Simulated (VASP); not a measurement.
Write the native input for VASP 6.6.1 that does the following.

```
Task                   : single point
Functional             : PBE
Potentials or basis    : VASP PAW PBE potentials, release 64 (Ta_sv_GW, C_GW)
Cutoff                 : 500 eV
k mesh                 : 5 × 5 × 5
Occupations            : gaussian, width 0.02 eV
Spin                   : no spin polarisation
Further INCAR settings : ALGO = Normal; EDIFF = 1e-06
```

The structure of TaC lies in POSCAR:

```
TaC
1.0
    0.0000000000      2.2230000000      2.2230000000
    2.2230000000      0.0000000000      2.2230000000
    2.2230000000      2.2230000000      0.0000000000
Ta C
1 1
Direct
    0.0000000000      0.0000000000      0.0000000000
    0.5000000000      0.5000000000      0.5000000000
```

One way to write it, as run:

INCAR

```
PREC = Accurate
ENCUT = 500
EDIFF = 1E-6
ISMEAR = 0
SIGMA = 0.02
LREAL = F
LASPH = T
NELM = 80
ALGO = Normal
ISIF = 2
LWAVE = F
LCHARG = F
GGA = PE
```

KPOINTS

```
regular mesh
0
Gamma
  5 5 5
```

Potentials or basis: VASP PAW PBE potentials, release 64 (Ta_sv_GW, C_GW).

Run with:

```bash
$ cat potpaw_PBE.64/Ta_sv_GW/POTCAR potpaw_PBE.64/C_GW/POTCAR > POTCAR
$ mpirun -np 1 vasp_std > vasp.out
```

Results of the run:

```yaml
Pressure: 5.9 GPa
Band_gap_on_the_k_mesh: none (metal or under the smearing width)
```

Caveat: the k mesh is coarse (spacing up to 0.49 Å⁻¹), so the values aren't converged; the cutoff is under 1.25 times the usual one of these potentials, so pressure, stress and relaxed cells hold a basis-set (Pulay) error.

Wall time 3.1 s on 1 thread of AMD EPYC 9R45 (Zen 5), with other jobs on the host, peak memory 0.11 GiB.
